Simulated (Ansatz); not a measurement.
# Si (P6_3/mmc) in Ansatz: band structure with HSE06

Aim: the band structure of Si with HSE06.

Everything below comes from runs of Ansatz 0.2.0. Logs are shortened: lines on timing, memory, paths and dates and some standing lists are left out, and cuts for length are marked.

### 1 The structure

Symmetry: P6_3/mmc, No. 194, hexagonal system. Conventional cell: a = 3.831 Å, b = 3.831 Å, c = 6.333 Å, α = 90.00°, β = 90.00°, γ = 120.00°. Si (site symmetry 3m) has 4 Si at 2.35 to 2.37 Å as nearest neighbours.

This isn't the form of Si at room conditions, which is diamond.

### 2 Band structure, HSE06

The input, input:

```
crystal:
  lattice:
    - [3.8313174605, 0.0, 0.0]
    - [-1.9156587303, 3.3180182508, 0.0]
    - [0.0, 0.0, 6.3326220002]
  atoms:
    - { symbol: Si, position: [0.6666666667, 0.3333333333, 0.9369905] }
    - { symbol: Si, position: [0.3333333333, 0.6666666667, 0.4369905] }
    - { symbol: Si, position: [0.6666666667, 0.3333333333, 0.5630095] }
    - { symbol: Si, position: [0.3333333333, 0.6666666667, 0.0630095] }
hamiltonian:
  xc: hse06
  pseudopotentials: { kind: paw }
kpoints:
  mp_grid: { grid: [6, 6, 4] }
  band_path:
    path:
      - [[0.0, 0.0, 0.0], [0.5, 0.0, 0.0], [0.3333333333, 0.3333333333, 0.0], [0.0, 0.0, 0.0], [0.0, 0.0, 0.5], [0.5, 0.0, 0.5], [0.3333333333, 0.3333333333, 0.5], [0.0, 0.0, 0.5]]
      - [[0.5, 0.0, 0.5], [0.5, 0.0, 0.0]]
      - [[0.3333333333, 0.3333333333, 0.0], [0.3333333333, 0.3333333333, 0.5]]
    npoints: 4
scf:
  occupations: { method: fermi_dirac, width: 0.05 }
  n_extra_bands: 10
output:
  forces: true
  stress: true
  eigenvalues: true
  fatbands: false
```

Potentials or basis: Ansatz PAW.

Log:

```text
Warning: output.stress: scf.convergence.dr2_threshold = 1e-7 eV (the SCF's general default) is looser than the 4e-10 eV advised for a printed stress (1e-10 eV for each atom of the cell: 4). What an SCF threshold leaves in a stress goes as its square root, and in the free energy as the threshold itself, and one threshold admits the most on a small cell: of the crystals measured, under no hybrid functional and no lock of the moments, on runs that ended without the residual-converged pass, on stresses that held no estimate of that error, the worst erred by over 100 MPa in a component at 1e-7 eV an atom and by under 5 at 1e-10. Set scf.convergence.dr2_threshold to 4e-10 eV or tighter. The threshold is an SCF's pass mark: one that does not reach it within its budget of iterations ends unconverged, or closes short of it on a stop that the run arms, and scf.convergence.dr2_threshold's page says what that costs each kind of run
Warning: output.stress: scf.exx.energy_threshold = 1e-6 eV is looser than the 4e-8 eV advised for a stress under a hybrid functional (1e-8 eV for each atom of the cell: 4). Every SCF of the exchange loop can meet its threshold on dr2 while the loop round them stops early: no threshold on dr2 bounds what that leaves in the stress. Set scf.exx.energy_threshold to 4e-8 eV or tighter. The threshold is the loop's pass mark: a loop that does not reach it within its budget of cycles ends unconverged, and scf.exx.energy_threshold's page has the law
scf.n_extra_bands = 10 over 8 filled bands (N_el = 16.0): the run solves 18 bands
GPUs: using 1 of 1 available (devices: 1).
Engine: ansatz 0.2.0, x86_64-unknown-linux-gnu
Pseudopotentials: kind: paw
Pseudopotential: Si, paw, valence charge 4, recommended cutoff 420 eV (normal), Si.paw.azcp
Functional definition: HSE06
  parameter a = 0.25
  parameter omega = 0.11/bohr
  exchange = pbe_x - a*pbe_x_sr(omega) + a*exact_x_sr(omega)
  correlation = pbe_c
device memory: the entry about to start is reckoned to put 0.6 GiB on a device that reports 70.5 GiB free (of which the cap on the GPU budget leaves the run 18.0 GiB)
GPU FFT provider: cuFFT
GPU libraries: cuBLAS 13.8.2, cuFFT 12.4.0, cuSOLVER 12.3.4
Crystal: 4 atoms, lattice volume = 80.503 Å³
Basis set: ecut = 420 eV, 1581 PW (Γ), exchange–correlation on 54×54×90 points (8 copies of the dense FFT grid, shifted against one another)
Bands: 18, of which v1, the nominal top of the filled ones, is band 8 counted from 1 (7 counted from 0)
Symmetry: 24 space group operations
Space group: P63/mmc (ITA 194), of the structure as read, at distance tolerance 4.3e-5 Å
k-points: 21 of 144
Non-local potential: Si, projectors of the file, l = 0: 2, l = 1: 2, l = 2: 2
PAW form: soft (Blöchl's): semilocal exchange-correlation on the pseudo side does not see the compensation charge
PAW frozen core: Si, regenerated for the run's functional, and the local potential with it (the file was generated under x = pbe(κ = 0.804, μ = 0.2195149727645171), c = pbe(β = 0.06672455060314922))
PAW one-centre angular grid: Si, 110 points (default); XC on 64 Gauss nodes
Initial density: superposition of atomic densities (neutral atoms: chi_scale 0, normalization atom), corrected by the library's trained network
Initial wavefunctions: pseudopotential atomic-orbital guess
GPU buffer pool allocated for 32805 grid points (all kernels)
GPU transforms: local potential and band sums: pruned to the plane-wave sphere, on 25×25×45
Functional: x = pbe(κ = 0.804, μ = 0.2195149727645171), c = pbe(β = 0.06672455060314922), warm-up for x = pbe(κ = 0.804, μ = 0.2195149727645171) + 0.25 (exact − pbe) at short range (hse, ω = 0.20786987370883472 Å⁻¹), c = pbe(β = 0.06672455060314922); HSE06 as pw.x's `hse` composes it (authors' and Libxc's form: `xc: wpbeh`)
SCF iter   1: F=—  HF=-2543.150356 eV  |F-HF|=—  |Δ(HF+E_count)|=         —  Δρ=1.19e-3  dr2=9.90e-4  ethr=1.77e-3  ⟨swp⟩=10.5  Hψ=2079  notcnv=0
preconditioner: auto → none  [insulator: Δε(μ)=0.410 eV  Ē_g=10.224 eV  σ=0.050 eV  W_gap=0.97  n_scr=10 (ndim 8)  ℏωp=16.6 eV  f_vac=0.000  D(μ)=0.02/eV (n_scr^D=0)]
SCF iter   2: F=—  HF=-2543.150805 eV  |F-HF|=—  |Δ(HF+E_count)|=   4.49e-4  Δρ=5.31e-4  dr2=1.46e-4  ethr=6.19e-6  ⟨swp⟩=5.3  Hψ=923  notcnv=0  defer=9
iter 3 solved again at ethr=3.10e-8 eV; its pass at ethr=9.15e-7 eV (dr2=4.96e-6 eV) is discarded
SCF iter   3: F=-2543.151068 eV  HF=-2543.151053 eV  |F-HF|=1.53e-5  |Δ(HF+E_count)|=   2.48e-4  Δρ=9.84e-5  dr2=5.08e-6  ethr=3.10e-8  ⟨swp⟩=3.4  Hψ=1309  notcnv=0  defer=1
SCF 1 stopped early in 3 iterations: F = -2543.151068 eV  dr2 = 5.08e-6
device memory: the entry about to start is reckoned to put 1.2 GiB on a device that reports 71.3 GiB free (of which the cap on the GPU budget leaves the run 18.0 GiB)
GPU FFT provider: cuFFT
GPU libraries: cuBLAS 13.8.2, cuFFT 12.4.0, cuSOLVER 12.3.4
Initial density: handed on by an earlier stage of this run
Initial wavefunctions: those handed on with the density
GPU buffer pool allocated for 32805 grid points (all kernels)
GPU transforms: local potential and band sums: pruned to the plane-wave sphere, on 25×25×45
Functional: x = pbe(κ = 0.804, μ = 0.2195149727645171) + 0.25 (exact − pbe) at short range (hse, ω = 0.20786987370883472 Å⁻¹), c = pbe(β = 0.06672455060314922); HSE06 as pw.x's `hse` composes it (authors' and Libxc's form: `xc: wpbeh`)
Exchange kernel: α = 0.2500, screened, ω = 0.2079 Å⁻¹, Wigner–Seitz truncation, v(0) = 1046.6286 eV·Å³, q-mesh 6×6×4, nearest image of the exchange supercell L = 22.99 Å, pair-density grid 15×15×24, without the augmentation charges, whose exchange is taken in its separable form by FFT convolution over the k-point mesh (sized by the pseudopotential files, 24×24×45 at the most), smooth part of the exact exchange by density-matrix convolution in up to 2.36 GiB of GPU memory as planned if the GPU has room (build and FFT work areas not counted)
Frozen-core exchange: fock
SCF iter   1: F=—  HF=-2545.102071 eV  |F-HF|=—  |Δ(HF+E_count)|=         —  Δρ=3.05e-3  dr2=5.64e-3  ethr=3.17e-7  ⟨swp⟩=9.7  Hψ=2232  notcnv=0
preconditioner: auto → none  [insulator: Δε(μ)=0.917 eV  Ē_g=11.633 eV  σ=0.050 eV  W_gap=1.00  n_scr=10 (ndim 8)  ℏωp=16.6 eV  f_vac=0.000  D(μ)=0.00/eV (n_scr^D=0)]
SCF iter   2: F=—  HF=-2545.099899 eV  |F-HF|=—  |Δ(HF+E_count)|=   2.17e-3  Δρ=1.40e-3  dr2=1.69e-3  ethr=3.17e-7  ⟨swp⟩=4.0  Hψ=802  notcnv=0
SCF iter   3: F=—  HF=-2545.104717 eV  |F-HF|=—  |Δ(HF+E_count)|=   4.82e-3  Δρ=4.60e-4  dr2=1.48e-4  ethr=3.17e-7  ⟨swp⟩=4.7  Hψ=875  notcnv=0
SCF iter   4: F=—  HF=-2545.104675 eV  |F-HF|=—  |Δ(HF+E_count)|=   4.19e-5  Δρ=4.60e-5  dr2=1.30e-5  ethr=3.17e-7  ⟨swp⟩=2.2  Hψ=555  notcnv=0
SCF iter   5: F=—  HF=-2545.104757 eV  |F-HF|=—  |Δ(HF+E_count)|=   8.20e-5  Δρ=6.49e-5  dr2=3.40e-6  ethr=4.93e-9  ⟨swp⟩=5.0  Hψ=1378  notcnv=0
SCF iter   6: F=-2545.104756 eV  HF=-2545.104756 eV  |F-HF|=1.14e-9  |Δ(HF+E_count)|=   1.12e-6  Δρ=1.81e-6  dr2=3.85e-7  ethr=4.93e-9  ⟨swp⟩=3.0  Hψ=716  notcnv=0
SCF 2 stopped early in 6 iterations: F = -2545.104756 eV  dr2 = 3.85e-7
  Residual-converged pass: ⟨swp⟩=3.0  Hψ=709  notcnv=0  max |occ|·‖R‖ = 6.5e-6 eV (tolerance 6.7e-6 eV)  dr2=3.86e-7  dr2_onsite=2.35e-10  max |Δocc| = 1.7e-13
hybrid outer 1: dexx = +6.126e-3 eV, tail = 2.92e-6 eV
GPU FFT provider: cuFFT
GPU libraries: cuBLAS 13.8.2, cuFFT 12.4.0, cuSOLVER 12.3.4
GPU buffer pool allocated for 32805 grid points (all kernels)
GPU transforms: local potential and band sums: pruned to the plane-wave sphere, on 25×25×45
Exchange kernel: α = 0.2500, screened, ω = 0.2079 Å⁻¹, Wigner–Seitz truncation, v(0) = 1046.6286 eV·Å³, q-mesh 6×6×4, nearest image of the exchange supercell L = 22.99 Å, pair-density grid 15×15×24, without the augmentation charges, whose exchange is taken in its separable form by FFT convolution over the k-point mesh (sized by the pseudopotential files, 24×24×45 at the most), smooth part of the exact exchange by density-matrix convolution in up to 2.36 GiB of GPU memory as planned if the GPU has room (build and FFT work areas not counted)
Frozen-core exchange: fock
SCF iter   1: F=—  HF=-2545.104739 eV  |F-HF|=—  |Δ(HF+E_count)|=         —  Δρ=1.39e-5  dr2=8.35e-8  ethr=9.12e-8  ⟨swp⟩=5.1  Hψ=913  notcnv=0
preconditioner: auto → none  [insulator: Δε(μ)=0.964 eV  Ē_g=11.645 eV  σ=0.050 eV  W_gap=1.00  n_scr=10 (ndim 8)  ℏωp=16.6 eV  f_vac=0.000  D(μ)=0.00/eV (n_scr^D=0)]
SCF iter   2: F=—  HF=-2545.104739 eV  |F-HF|=—  |Δ(HF+E_count)|=   1.05e-8  Δρ=6.61e-6  dr2=1.28e-8  ethr=4.91e-10  ⟨swp⟩=3.7  Hψ=728  notcnv=0
SCF iter   3: F=-2545.104739 eV  HF=-2545.104739 eV  |F-HF|=3.87e-11  |Δ(HF+E_count)|=   2.81e-8  Δρ=4.61e-7  dr2=1.92e-10  ethr=5.44e-11  ⟨swp⟩=4.6  Hψ=800  notcnv=0  defer=13
SCF 3 converged in 3 iterations: F = -2545.104739 eV  dr2 = 1.92e-10
  Residual-converged pass: ⟨swp⟩=3.0  Hψ=691  notcnv=0  max |occ|·‖R‖ = 6.0e-7 eV (tolerance 6.3e-7 eV)  dr2=1.92e-10  dr2_onsite=3.12e-11  max |Δocc| = 4.4e-14
hybrid outer 2: dexx = +5.029e-8 eV, tail = 1.21e-9 eV, Δε = 3.03e-4 eV (about 6.37e-6 eV left of the loop's levels), ΔF = 3.94e-5 eV/Å (tail 4.81e-5)
device memory: the entry about to start is reckoned to put 0.4 GiB on a device that reports 70.2 GiB free (of which the cap on the GPU budget leaves the run 18.0 GiB)
NSCF: frozen V_eff on 39 k-points, pencils in batches of 32, up to order 80
hybrid SCF converged: 2 outer / 9 inner (+3 warm-up), last move |dexx| = 5.03e-8 eV, tail = 1.21e-9 eV
Stability not checked: this state was not tested for a lower state beside it, because the functional holds exact exchange (a hybrid, or Hartree-Fock), whose exchange loop this test does not read (fock_operator; see scf.lower_state_search)
Free energy (F): -2545.104739 eV
Frozen-core exchange: fock
Harris-Foulkes:  -2545.104739 eV  (|F-HF|=3.87e-11)
Internal energy: -2545.104737 eV  (E = F + TS)
E sigma→0 (E₀):  -2545.104738 eV
Entropy (-TS):   -0.000002 eV (-0.001 meV/atom)
Fermi energy:    6.591413 eV
--- Per-component energies (eV) ---
  E_band       = 4.411927
  E_kinetic    = 161.663118
  E_local      = -109.323177  (includes V_loc(G=0)·N_el)
  E_nonlocal   = 101.164765
  E_hartree    = 30.622112
  E_xc         = -179.943211
  E_vxc        = -152.717316  (∫ρ·V_xc dr)
  E_exx        = -22.314332  (= α·E_x^exact, valence–valence)
  E_paw        = -2071.080817  (= ΣΔE_a)
  E_vpaw       = -12.991017  (= ΣTr[D̂ρ^β])
  E_aug_tail   = 0.000024  (compensation charges beyond the density's cutoff)
  E_ewald      = -455.656753
  E_core_change = -0.236465  (= ΣΔE_core)
  E_smearing   = -0.000002  (= −TS)
  E_closure    = 0.000000  (closes the sum)
  Σ components = -2545.104739   (vs F -2545.104739, Δ=-4.55e-13)
--- Forces (eV/Å), atoms counted from 1 ---
  atom   1  Si    -0.00000000    -0.00000000     0.02128655
  atom   2  Si     0.00000000     0.00000000     0.02128655
  atom   3  Si    -0.00000000    -0.00000000    -0.02128655
  atom   4  Si     0.00000000     0.00000000    -0.02128655
  max |Σ_I F_I| component: 4.39e-17 eV/Å
--- Stress (GPa, compression-positive) ---
        0.023207       0.000000       0.000000
        0.000000       0.023207       0.000000
        0.000000       0.000000      -0.134192
  P = ⅓ Tr σ = -0.0293 GPa (-0.293 kbar)
--- Band table (eV; the first three rows and the last of 21) ---
  k-point 0: bands = ["-7.4244", "-4.8846", "-1.8662", "4.4512", "4.4512", "5.7492", "6.1205", "6.1205", "7.8089", "8.8243", "8.8243", "9.2105", "10.5816", "11.1508", "11.1508", "12.9237", "12.9237", "14.1035"]
  k-point 1: bands = ["-7.2014", "-5.5753", "-0.7417", "4.0614", "4.6250", "4.6250", "5.7581", "5.7581", "8.0248", "9.1520", "9.1520", "9.4115", "10.6941", "10.6941", "11.5330", "13.5591", "13.5591", "14.4187"]
  k-point 2: bands = ["-6.5506", "-6.5506", "1.4980", "1.4980", "5.1117", "5.1117", "5.1117", "5.1117", "8.6369", "8.6369", "9.8653", "9.8653", "9.8653", "9.8653", "14.0026", "14.0026", "15.1791", "15.1791"]
  k-point 20: bands = ["-3.5908", "-3.5908", "-2.0930", "-2.0930", "1.2293", "1.2293", "3.9411", "3.9411", "8.3388", "8.3388", "10.4602", "10.4602", "13.1928", "13.1928", "13.2851", "13.2851", "14.2766", "14.2766"]
```

It took 43 s on 1 × NVIDIA H100 80GB HBM3 with 2 threads of AMD EPYC 7R13 (Zen 3), shared host; peak memory 1.9 GiB.

Results:

| Property | Result |
| --- | --- |
| Free energy | -2545.1047 eV |
| Pressure | 0.0 GPa |
| Largest force | 0.021 eV/Å |
| Band gap on the k mesh | 0.96 eV, indirect (least direct gap 1.69 eV) |
| Band gap along the path | 0.96 eV, indirect (least direct gap 1.69 eV) |

Forces in eV/Å, atoms in the order of the input:
```
Si   0.000  0.000  0.021
Si   0.000  0.000  0.021
Si   0.000  0.000 -0.021
Si   0.000  0.000 -0.021
```

Levels at the corners of the path, in eV from the valence-band top:
```csv
point,band 4,band 5,band 6,band 7,band 8,band 9,band 10,band 11,band 12,band 13
Γ,-1.67,-1.67,-0.37,0.00,0.00,1.69,2.70,2.70,3.09,4.46
M,-6.60,-5.11,-3.36,-3.20,-1.58,0.96,3.07,3.63,3.87,5.37
K,-7.27,-5.67,-3.90,-3.90,-3.64,1.37,6.19,6.40,6.40,6.52
Γ,-1.67,-1.67,-0.37,0.00,0.00,1.69,2.70,2.70,3.09,4.46
A,-4.62,-1.01,-1.01,-1.01,-1.01,2.52,2.52,3.74,3.74,3.74
L,-8.03,-2.67,-2.67,-2.65,-2.65,1.51,1.51,2.29,2.29,6.58
H,-8.21,-4.89,-4.89,-2.18,-2.18,2.22,2.22,4.34,4.34,7.07
A,-4.62,-1.01,-1.01,-1.01,-1.01,2.52,2.52,3.74,3.74,3.74
L,-8.03,-2.67,-2.67,-2.65,-2.65,1.51,1.51,2.29,2.29,6.58
M,-6.60,-5.11,-3.36,-3.20,-1.58,0.96,3.07,3.63,3.87,5.37
K,-7.27,-5.67,-3.90,-3.90,-3.64,1.37,6.19,6.40,6.40,6.52
H,-8.21,-4.89,-4.89,-2.18,-2.18,2.22,2.22,4.34,4.34,7.07
```

Caveat: the PAW data sets come from PBE, with cores solved anew for the run's functional, which leaves a small shift of forces and pressure; the thresholds are loose for stress.
